**Question**

I have band energies for a crystalline form of silica, an open framework in which each silicon has four oxygen neighbours and each oxygen links two silicons. The levels are listed at seven points of the k mesh.

Band energies of SiO2 (space group I4/mmm, 12-atom cell) at fixed geometry, from Quantum ESPRESSO 7.5 with the PBE functional, no spin polarisation or spin–orbit coupling, SSSP 1.3 efficiency potentials, a 748.313 eV wavefunction cutoff, a 6×6×6 k mesh and 0.05 eV Fermi–Dirac smearing. Levels are counted from the valence top on the mesh.

| point a (reciprocal cell vector) | point b (reciprocal cell vector) | point c (reciprocal cell vector) | level under 3 (eV) | level under 2 (eV) | level under 1 (eV) | level over 1 (eV) | level over 2 (eV) |
| --- | --- | --- | --- | --- | --- | --- | --- |
| 0.0000 | 0.0000 | 0.0000 | -0.666 | -0.014 | -0.006 | 5.443 | 8.336 |
| 0.0000 | 0.0000 | 0.3333 | -0.460 | -0.272 | -0.143 | 6.071 | 7.554 |
| 0.0000 | 0.0000 | -0.5000 | -0.376 | -0.372 | -0.239 | 6.595 | 6.944 |
| 0.1667 | 0.1667 | 0.3333 | -0.626 | -0.519 | -0.334 | 7.272 | 7.564 |
| 0.1667 | 0.1667 | -0.1667 | -0.985 | -0.631 | -0.065 | 6.349 | 8.481 |
| 0.3333 | 0.3333 | -0.3333 | -0.519 | -0.519 | -0.139 | 7.991 | 8.418 |
| -0.5000 | -0.5000 | -0.5000 | -0.168 | 0.000 | 0.000 | 7.608 | 7.670 |

"Level under 1" is the highest filled level at a point and "level over 1" the lowest empty one; higher numbers lie further from the gap. Zero is the highest filled level on the mesh. I would like to understand the following:

1. Where is the gap, and is it direct?
2. Which edge of the gap varies more from point to point, and why?
3. Can I estimate how far the lowest empty level rises?
4. Why is that level higher at point 6 than at point 7, which is further along the same axis?
5. Why are the two empty levels close together at some points and far apart at others?
6. What gap would I read if I lost point 1?
7. Which digits can I trust?

**Answer**

**1. The gap**

The lowest empty level is at point 1, the zone centre Γ, at 5.443 eV. The highest filled level is at point 7, where two levels coincide at zero. Strictly, then, the gap on this mesh is indirect. But the top filled level at Γ is only 0.006 eV lower, so a transition straight up at Γ costs practically the same energy. "Nearly direct" is the useful description.

**2. Which edge varies more**

The empty edge does. Over the seven points the lowest empty level covers 2.55 eV, the highest filled level only 0.33 eV.

Two limiting cases explain the contrast. If an electron sat on one atom and never reached the next, its energy would not depend on the wave vector, because the phase between cells would not matter to it. If it moved freely, every change of phase would bend its wave and cost kinetic energy.

The upper filled levels of silica are mainly oxygen 2p lone pairs, which overlap weakly with each other and so lie near the first limit. The lowest empty state is s-like and spread over the whole framework, which puts it nearer the second. This assignment is standard chemistry of silica; the energies agree with it but do not reveal the orbitals. The filled edge also looks flat because it is the top of a crowd of bands: where one band falls, another can take its place.

**3. Estimating the rise**

Take the second limit literally, but count only the slow change of the wave from cell to cell. The real state also ripples at every atom, and the estimate assumes that these ripples cost the same at all points. At Γ the phase is the same in every cell, and the free wave has no kinetic energy. Elsewhere it has

$$E=\frac{\hbar^2k^2}{2m},\qquad \frac{\hbar^2}{2m}\approx 3.8\ \text{eV Å}^2 ,$$

where $m$ is the free-electron mass and $k$ the length of the wave vector. The crystal has a square base of edge $a=8.94$ Å and a height $c=5.23$ Å, with a lattice point at each corner and one at the body centre. If $u,v,w$ are the columns point a, point b and point c, the wave vector is

$$\mathbf k=2\pi\left(\frac{v+w}{a},\ \frac{u+w}{a},\ \frac{u+v}{c}\right).$$

At point 5 the first two components vanish and the third is one third of $2\pi/c$, or 0.40 Å⁻¹. The estimated rise is therefore $3.8\times0.40^2\approx0.61$ eV. The calculation gives 0.91 eV, about one and a half times as much. Point 2, which lies in a different direction from Γ, shows almost the same ratio.

So over this range the level rises as if the electron were lighter than a free one. The usual reason is that, away from Γ, the s-like level mixes with the filled p-like levels below it and is pushed up by them. Even so, the estimate, which has no adjustable constant, puts all seven points in the right order, provided that the wave at point 7 is chosen as explained in answer 4. At each of the six points away from Γ it falls short of the computed rise, by 0.1 to 0.3 eV.

**4. Why the level comes down again at point 7**

Points 5, 6 and 7 correspond to one, two and three thirds of $2\pi/c$ along the fourfold axis. (Point 7 looks different in the table, but it is equivalent to that position.) Since kinetic energy grows as the square of the wave vector, point 6 should rise four times as far as point 5, to 2.44 eV. Point 7 should rise nine times as far, to 5.50 eV. Yet the computed level at point 7 lies 0.38 eV below that at point 6.

The way out is to ask what the wave vector really demands. At point 7 it demands only that the wave change sign between a corner of the cell and its body centre, and return to its old value at the next corner. A wave running along the short height $c$ does this, but so does one running along the longer edge $a$. The second is stretched over a greater length, bends less and costs only 1.88 eV.

The electron takes the cheaper wave, and the level comes down again. The same reasoning applies to other points of this crystal: among all waves that satisfy the phase condition, look for the longest. The distance travelled along a line through the zone is not a reliable guide by itself.

**5. Close and distant empty levels**

The same picture says when two empty levels should be neighbours: when two different waves meet the phase condition at equal or nearly equal cost. At points 3 and 4 a wave and its partner with reversed in-plane direction have the same kinetic energy. At point 7 there are four equal waves, running both ways along the two base edges. At point 6 the axial wave and the next ones differ by only 0.05 eV.

At these four points the computed levels are less than 0.5 eV apart. The atoms cause most of the separation that remains: waves of equal or nearly equal cost combine into patterns that pile up charge in different places, and those places differ in potential. At points 1, 2 and 5 the second wave is much more expensive, and the two levels are more than 1.4 eV apart.

The picture is less good for the size of a large spacing. At Γ the next free waves have one period along each base edge and cost $2\times1.88=3.76$ eV, whereas the computed second level lies only 2.89 eV above the first. Free waves ignore the pull of the atoms, and here that neglect is costly.

**6. Losing point 1**

From the other six points you would read a gap of 6.07 eV, which is 0.63 eV too large. Losing point 7 instead would change the result by only 0.006 eV, because Γ offers a filled level almost as high. The gap is thus sensitive to sampling on its empty side, where the band rises quickly away from Γ. The full 6×6×6 mesh has points closer to Γ than those listed, so the loss of Γ alone should cost less there. For this silica, a mesh used to read the gap should contain Γ.

**7. Which digits to trust**

The order of the lowest empty levels is the safest result. Sorted by energy, they are separated by steps of about a quarter of an electronvolt or more, and the order has a simple physical reason.

The 0.006 eV that makes the gap indirect deserves no such trust. The atoms are not fully relaxed: forces reach 0.23 eV/Å and the cell is under a pressure of 4 GPa. Relaxing them could move the valence top to Γ. Spin–orbit coupling, which is left out, may shift the top filled levels by amounts comparable with this difference. And the true valence top may lie between the points of the mesh, where nothing was calculated.

The gap itself is a different matter. PBE makes the gap of silica too small by several electronvolts, so 5.4 eV describes this calculation and should not be used as a material constant. Much of that error shifts the empty levels together relative to the filled ones. Differences among the empty levels are therefore more reliable than their height above the valence top.
